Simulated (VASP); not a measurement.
The system is BN.

```
N B
1.0
     1.25112    0.72234    3.37293
    -1.25112    0.72234    3.37293
     0.00000   -1.44467    3.37293
N B
1 1
Direct
  0.66724 0.66724 0.66724
  0.00033 0.00033 0.00033
```

The cell is a database's computed one.

Base run:

| Property | Result |
| --- | --- |
| Program | VASP 6.6.1 |
| Functional | AM05 |
| Potentials or basis | VASP PAW PBE potentials, release 64 (N, B) |
| Cutoff | 520 eV |
| k mesh | 12 × 12 × 12 |
| Occupations | fermi-dirac, width 0.05 eV |
| Spin | no spin polarisation |

Its results: band gap on the k mesh 4.23 eV, indirect (least direct gap 4.65 eV).

**Question.** The run is repeated on the same cell with these changes: functional from AM05 to PW91. What comes out?

**Answer.** Band gap on the k mesh 4.28 eV, indirect (least direct gap 4.70 eV).

A k mesh can miss the band edges.
